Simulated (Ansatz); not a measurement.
Crystal: Gd.

```
Gd
1.0
     3.63600    0.00000    0.00000
    -1.81800    3.14887    0.00000
     0.00000    0.00000    5.78260
Gd
2
Cartesian
  1.8180 1.0496 4.3369
  0.0000 2.0992 1.4457
```

Base run:

```yaml
Program: Ansatz 0.2.0
Functional: PBE
Potentials_or_basis: Ansatz PAW
Cutoff: "420 eV (not typed: the program's choice for these potentials)"
k_mesh: 8 × 8 × 5
Occupations: fermi-dirac, width 0.05 eV
Spin: no spin polarisation
```

Its results: band gap on the k mesh none (metal or under the smearing width); pressure -2.4 GPa.

Q: The run is repeated on the same cell with these changes: spin from no spin polarisation to collinear spin, ferromagnetic start. What comes out?

A: Band gap on the k mesh none (metal or under the smearing width); pressure 0.6 GPa; net moment 15.24 μB per cell; site moments Gd +7.34 μB.

Caveats: spin-orbit coupling is left out, which moves the levels of the heavy elements (some runs).
